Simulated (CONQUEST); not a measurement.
**MgB2 under changes of volume**

One of the cells (9.679 Å³/atom); the others are scaled copies at fixed shape and fractional positions:

```xyz
6
Lattice="3.0850 0.0000 0.0000 0.0000 3.5230 0.0000 0.0000 0.0000 5.3434" Properties=species:S:1:pos:R:3 pbc="T T T"
Mg    0.0000    0.0000    0.0000
Mg    1.5425    0.0000    2.6717
B     0.0000    1.7615    1.7811
B     1.5425    1.7615    4.4528
B     0.0000    1.7615    3.5623
B     1.5425    1.7615    0.8906
```

- Program: CONQUEST 1.3
- Functional: PBEsol
- Potentials or basis: PseudoDojo NC PBEsol, DZP, grid of 32 × 36 × 60 points
- k mesh: 9 × 8 × 5
- Occupations: fermi-dirac, width 0.05 eV
- Spin: no spin polarisation

| volume (Å³/atom) | energy over the lowest point (meV/atom) | pressure (GPa) | largest force (eV/Å) |
| --- | --- | --- | --- |
| 9.098 | 19.63 | 11.1 | 0.022 |
| 9.292 | 8.57 | 7.2 | 0.022 |
| 9.485 | 2.14 | 3.5 | 0.021 |
| 9.679 | 0.00 | 0.2 | 0.017 |
| 9.873 | 1.44 | -2.6 | 0.011 |
| 10.066 | 6.19 | -5.3 | 0.011 |
| 10.260 | ? | ? | ? |

What does the run at 10.260 Å³/atom give?

Energy over the lowest point 14.08 meV/atom; pressure -7.8 GPa; largest force 0.002 eV/Å.

Worked out: A Birch-Murnaghan fit of order 3 (a polynomial in V^(-2/3)) to the other rows has its minimum at 9.69 Å³/atom with B0 = V·E''(V) = 151 GPa and B' = 5.0 at fixed shape and positions, which overstates the stiffness. It gives 13.86 meV/atom at 10.260 Å³/atom, against the run's 14.08, and -dE/dV = -7.4 GPa, against -7.8.

Energies are extrapolated to zero smearing.

Caveats: the basis of atomic orbitals isn't converged, which shifts pressures, moduli and gaps.
